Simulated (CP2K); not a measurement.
**MoP under changes of volume**

One of the cells (14.353 Å³/atom); the others are scaled copies at fixed shape and fractional positions:

```xyz
2
Lattice="3.2230 0.0000 0.0000 -1.6115 2.7912 0.0000 0.0000 0.0000 3.1910" Properties=species:S:1:pos:R:3 pbc="T T T"
Mo    0.0000    0.0000    0.0000
P     0.0000    1.8608    1.5955
```

* Program: CP2K 2026.2
* Functional: PBEsol
* Potentials or basis: POTENTIAL_UZH Mo GTH-PBE-q14, P GTH-PBE-q5; TZVP-MOLOPT-PBE-GTH basis
* Density cutoff: 6123 eV
* k mesh: 10 × 10 × 8
* Occupations: fermi-dirac, width 0.05 eV
* Spin: no spin polarisation

```csv
volume (Å³/atom),energy over the lowest point (meV/atom),pressure (GPa)
13.492,36.05,15.5
13.779,13.95,9.3
14.066,2.29,3.8
14.353,0.00,-1.1
14.640,6.12,-5.6
14.927,?,?
15.214,40.17,-13.1
```

What does the run at 14.927 Å³/atom give?

Energy over the lowest point 19.76 meV/atom; pressure -9.5 GPa.

Worked out: A Birch-Murnaghan fit of order 3 (a polynomial in V^(-2/3)) to the other rows has its minimum at 14.28 Å³/atom with B0 = V·E''(V) = 239 GPa and B' = 4.4 at fixed shape and positions, which overstates the stiffness. It gives 19.76 meV/atom at 14.927 Å³/atom, against the run's 19.76, and -dE/dV = -9.6 GPa, against -9.5.

Energies are extrapolated to zero smearing.

Caveats: the potentials were made for another functional, which shifts forces and pressure; the basis of atomic orbitals isn't converged, which shifts pressures, moduli and gaps.
